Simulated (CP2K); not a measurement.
Ge in CP2K: convergence with smearing width

Ge:

```xyz
1
Lattice="2.9491 0.0000 0.0000 1.4145 2.6595 0.0000 1.4034 0.8564 2.3553" Properties=species:S:1:pos:R:3 pbc="T T T"
Ge   -0.1369   -0.1499    0.0073
```

The cell isn't the ideal one: cell strained at random at fixed volume.

```yaml
Program: CP2K 2026.2
Task: single point
Functional: RPBE
Potentials_or_basis: POTENTIAL_UZH Ge GTH-PBE-q4; DZVP-MOLOPT-PBE-GTH basis
Density_cutoff: 6123 eV
k_mesh: 8 × 8 × 9
Occupations: fermi-dirac, width 0.5 eV
Spin: no spin polarisation
```

These are the settings of the first run; the series varies smearing width, with any setting tied to it.

Hardware: 1 thread of Arm Neoverse V2, on a shared host.

Problem. The values tried are 0.5 eV, 0.3 eV, 0.2 eV, 0.1 eV, 0.05 eV, 0.025 eV, 0.01 eV, loosest first. From which on does the pressure stay within 0.1 GPa of the tightest run that finished?

Solution. From 0.2 eV on.

```csv
smearing width,"energy less the tightest run, at zero smearing (meV/atom)",pressure (GPa),SCF cycles,CPU time (s),peak memory (GiB)
0.5 eV,-3.68,7.76,9,10,0.19
0.3 eV,-3.15,7.14,9,10,0.2
0.2 eV,-2.32,7.01,9,9.7,0.2
0.1 eV,-1.02,7.00,9,9.9,0.2
0.05 eV,-0.29,7.04,9,10,0.2
0.025 eV,-0.05,7.03,9,10,0.2
0.01 eV,0.00,6.97,9,9.9,0.2
```

Against the tightest run, the energy stays within 1 meV/atom from 0.05 eV on. Narrower smearing needs a denser k mesh, so at a fixed mesh the narrowest width isn't the most accurate. The tightest run that finished is the yardstick and may itself not be fully converged.

Caveat, for the tightest run too: the potentials were made for another functional, which shifts forces and pressure; the basis of atomic orbitals isn't converged, which shifts pressures, moduli and gaps.
